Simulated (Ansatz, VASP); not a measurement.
## AlN in VASP and in Ansatz

```
Al N
1.0
     0.00000    2.20850    2.20850
     2.20850    0.00000    2.20850
     2.20850    2.20850    0.00000
Al N
1 1
Direct
  0.00000 0.00000 0.00000
  0.75000 0.75000 0.75000
```

Alike in both runs: task single point; functional PBEsol; k mesh 10 × 10 × 10; occupations gaussian, width 0.02 eV; no spin polarisation.

|  | VASP | Ansatz |
| --- | --- | --- |
| version | VASP 6.6.1 | Ansatz 0.2.0 |
| potentials or method | VASP PAW PBE potentials, release 64 (Al, N) | scalar-relativistic, plane waves, PAW |
| plane-wave cutoff (eV) | 520 | 420 |
| valence electrons in the cell | 8 | 8 |

Ansatz gave:

| Property | Result |
| --- | --- |
| gap on the k mesh at the Fermi level (eV) | 3.18 |
| least direct gap on the mesh (eV) | 3.83 |
| pressure (GPa) | -5.1 |

Estimate VASP's values.

gap on the k mesh at the Fermi level (eV): 3.17; least direct gap on the mesh (eV): 3.84; pressure (GPa): -5.2.

Caveats: the PAW data sets were made with another functional, which shifts forces and pressure a little (VASP). A k mesh can miss the band edges.
